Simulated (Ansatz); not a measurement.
# AlCo: the cost of one run

Computed with Ansatz 0.2.0 (DFT PBE, scalar-relativistic, plane waves, PAW, unless a step's input says otherwise).

2 further runs of the same task are left out: 2 set aside as unsound or not needed.

**1. Starting point**

The structure is cubic, space group Pm-3m (No. 221). The conventional cell has a = 2.852 Å, b = 2.852 Å, c = 2.852 Å, α = 90.00°, β = 90.00°, γ = 90.00°. Around Al (site symmetry m-3m) lie 8 Co at 2.47 Å. Around Co (site symmetry m-3m) lie 8 Al at 2.47 Å.

Coordinates:

```xyz
2
Lattice="2.8519 0.0000 0.0000 0.0000 2.8519 0.0000 0.0000 0.0000 2.8519" Properties=species:S:1:pos:R:3 pbc="T T T"
Al    0.0000    0.0000    0.0000
Co    1.4260    1.4260    1.4260
```

It goes back to an entry of the Materials Project.

It is the result of an earlier relaxation at this level (volume 11.60 Å³/atom; gap on the mesh: none (metal)).

**2. The bulk in the plane's own cell**

The same crystal, re-cut so that c stands normal to the (310) plane; its mesh matches that of the cells to come, so errors of the mesh cancel.

Contents of input.yaml:

```yaml
crystal:
  lattice:
    - [2.8519024114, 0.0, 0.0]
    - [0.0, 9.0185072846, 0.0]
    - [0.0, 0.0, 9.0185072846]
  atoms:
    - { symbol: Al, position: [0.0, 0.0, 0.0] }
    - { symbol: Al, position: [0.0, 0.3, 0.1] }
    - { symbol: Al, position: [0.0, 0.6, 0.2] }
    - { symbol: Al, position: [0.0, 0.9, 0.3] }
    - { symbol: Al, position: [0.0, 0.2, 0.4] }
    - { symbol: Al, position: [0.0, 0.5, 0.5] }
    - { symbol: Al, position: [0.0, 0.8, 0.6] }
    - { symbol: Al, position: [0.0, 0.1, 0.7] }
    - { symbol: Al, position: [0.0, 0.4, 0.8] }
    - { symbol: Al, position: [0.0, 0.7, 0.9] }
    - { symbol: Co, position: [0.5, 0.5, 1.0] }
    - { symbol: Co, position: [0.5, 0.8, 0.1] }
    - { symbol: Co, position: [0.5, 0.1, 0.2] }
    - { symbol: Co, position: [0.5, 0.4, 0.3] }
    - { symbol: Co, position: [0.5, 0.7, 0.4] }
    - { symbol: Co, position: [0.5, 1.0, 0.5] }
    - { symbol: Co, position: [0.5, 0.3, 0.6] }
    - { symbol: Co, position: [0.5, 0.6, 0.7] }
    - { symbol: Co, position: [0.5, 0.9, 0.8] }
    - { symbol: Co, position: [0.5, 0.2, 0.9] }
basis:
  ecutwfc: 420
kpoints:
  mp_grid: { grid: [12, 4, 4] }
hamiltonian:
  xc: pbe
scf:
  occupations: { method: gaussian, width: 0.1 }
output:
  forces: true
  stress: true
  eigenvalues: true
```

The run is started by

```console
$ ansatz run input.yaml --threads 4 --pin off --max-ram 11264MiB --backend cpu --events-out ev --progress --plain --runs-dir out
```

What time and memory should one allow on 4 threads of Intel Xeon Platinum 8259CL at 2.50GHz (Skylake/Cascade Lake), shared host?

About 18 s, with a peak of 1.5 GiB.
